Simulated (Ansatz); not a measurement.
# K: which structure wins at one pressure

Aim: bring K in several structures (fcc, bcc, hcp, beta tin, diamond, dhcp) to one pressure and rank them by enthalpy. The pressure is set by scaling the first phase. Methods of the runs shown: LAPW. Companion runs by PAW are cited.

Program: Ansatz 0.2.0. Level of theory: DFT, PBE, all-electron LAPW, scalar-relativistic. These are calculated values, not measurements.

## (1) Starting point

It takes space group Fm-3m (No. 225, cubic). Conventional cell: a = 5.311 Å, b = 5.311 Å, c = 5.311 Å, α = 90.00°, β = 90.00°, γ = 90.00°. K (site symmetry m-3m) is surrounded by 12 K at 3.76 Å.

Coordinates:

```xyz
1
Lattice="0.0000 2.6557 2.6557 2.6557 0.0000 2.6557 2.6557 2.6557 0.0000" Properties=species:S:1:pos:R:3 pbc="T T T"
K     0.0000    0.0000    0.0000
```

## (2) Fcc relaxed under pressure, LAPW

input.yaml reads:

```yaml
crystal:
  lattice:
    - [0.0, 2.6557236204, 2.6557236204]
    - [2.6557236204, 0.0, 2.6557236204]
    - [2.6557236204, 2.6557236204, 0.0]
  atoms:
    - { symbol: K, position: [0.0, 0.0, 0.0] }
kpoints:
  mp_grid: { grid: [13, 13, 13] }
scf:
  occupations: { method: fermi_dirac, width: 0.08 }
hamiltonian:
  xc: pbe
  pseudopotentials: { kind: all_electron, lapw: { basis_error: 0.0005 } }
output:
  forces: true
  stress: true
  eigenvalues: true
relax:
  f_tol: 0.005
  max_steps: 12
  cell: { p_target: 8.4, stress_tol: 0.03 }
```

Started as:

```sh
> ansatz run input.yaml --threads 1 --pin off --max-ram 3584MiB --backend cpu --events-out ev --progress --plain --runs-dir out
```

Further steps of the session: Bcc relaxed under pressure, LAPW; Hcp relaxed under pressure, LAPW; Beta tin relaxed under pressure, LAPW; Diamond relaxed under pressure, LAPW; Dhcp at the cell that PAW relaxed, LAPW.

Before running it: what results should come out? Wanted: pressure; lowest (for each run or level that gives them).

**Answer**, as computed:

| quantity | value |
| --- | --- |
| pressure | 8.4 GPa |
| lowest (LAPW) | bcc, 2.5 meV/atom under fcc |
| lowest (PAW) | bcc, 2.6 meV/atom under fcc |

What this shows: By LAPW the order is bcc < fcc < dhcp ≈ hcp < beta tin < diamond; the first two lie within 2.6 meV/atom, too close to call. By PAW the order is bcc < fcc < dhcp ≈ hcp < beta tin < diamond; the first two lie within 2.6 meV/atom, too close to call. The methods agree on the lowest phase. Only these structures were tried, with electrons smeared by 0.08 eV and without vibrations, so the true ground state may be another. The k meshes differ between phases and weren't tested, which can move differences by some meV.
